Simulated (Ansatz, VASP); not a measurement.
One calculation of TaN, two programs

```xyz
2
Lattice="0.0000 2.1790 2.1790 2.1790 0.0000 2.1790 2.1790 2.1790 0.0000" Properties=species:S:1:pos:R:3 pbc="T T T"
Ta    2.1790    2.1790    2.1790
N     0.0000    0.0000    0.0000
```

Alike in both runs: task single point; functional PBEsol; k mesh 13 × 13 × 13; occupations gaussian, width 0.2 eV; no spin polarisation.

|  | VASP | Ansatz |
| --- | --- | --- |
| version | VASP 6.6.1 | Ansatz 0.2.0 |
| potentials or method | VASP PAW PBE potentials, release 64 (Ta_pv, N) | plane waves, PAW |
| plane-wave cutoff (eV) | 520 | 490 |
| valence electrons in the cell | 16 | 18 |

|  | VASP | Ansatz | Ansatz less VASP |
| --- | --- | --- | --- |
| pressure (GPa) | 5.5 | 4.4 | -1.06 |

The two sets of potentials don't hold the same shells in valence.

Caveats: the PAW data sets were made with another functional, which shifts forces and pressure a little (VASP). Spin-orbit coupling is left out, which matters for the levels of Ta.
